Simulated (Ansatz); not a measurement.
# Scan of one atom of the cell for BaSnO3 (cubic perovskite)

Relaxed BaSnO$_{3}$ (cubic perovskite):

```
BaSnO3
1.0
    4.13052     0.00000     0.00000
    0.00000     4.13052     0.00000
    0.00000     0.00000     4.13052
Ba Sn O
1 1 3
Direct
  0.00000   0.00000   0.00000
  0.50000   0.50000   0.50000
  0.00000   0.50000   0.50000
  0.50000   0.50000   0.00000
  0.50000   0.00000   0.50000
```

In this cell atom 5 (O, nearest neighbour Sn at 2.065 Å; its periodic images, 4.1 Å or more away, move with it) is moved by s along Cartesian [110], unit vector (0.707, 0.707, 0.000); all other atoms and the cell stay fixed.

These are r2SCAN (plane waves to 500 eV, PAW, scalar-relativistic; Ansatz, a first-principles code) values and carry that method's errors. k mesh 7×7×7 (Γ-centred), Fermi-Dirac smearing 0.05 eV. Energies are smeared free energies. Compression counts positive. F∥ is the force on the atom along that direction. F⊥ is the part of the force across the line. BaSnO3 was relaxed with its symmetry unable to fall. The PAW data are Ansatz's earlier set. The zero of ΔE is the undisplaced structure.

```csv
s (Å),ΔE (meV/cell),|F⊥| (eV/Å),F∥ (eV/Å),P (GPa)
-0.210,265.1,1.953,2.587,2.21
-0.168,168.2,1.499,2.034,1.42
-0.126,93.9,1.087,1.505,0.80
-0.084,41.5,0.707,0.993,0.35
-0.042,10.3,0.348,0.493,0.08
0.000,0.0,0.000,0.000,0.00
0.042,10.3,0.348,-0.493,0.08
0.084,41.5,0.707,-0.993,0.35
0.126,93.9,1.087,-1.505,0.80
0.168,168.2,1.499,-2.034,1.42
0.210,265.1,1.953,-2.587,2.21
```

Key numbers:

The energy at s = 0.210 Å comes out as 265.1 meV/cell and the force along the line at s = -0.210 Å is 2.59 eV/Å. The force constant k = d²E/ds² at s = 0 (finite differences) is 11.7 eV/Å². Symmetry of the curve: even: the same for both signs. Shape of the curve: a single well with its minimum at or next to zero displacement. Harmonic estimate at the end of the scan: ½ks² = 258.4 meV/cell against the computed 265.1 meV/cell, so the well is close to harmonic there.

(A displaced cell: forces are minus the slopes of the energy, force constants its curvatures, and phonons follow from these.)
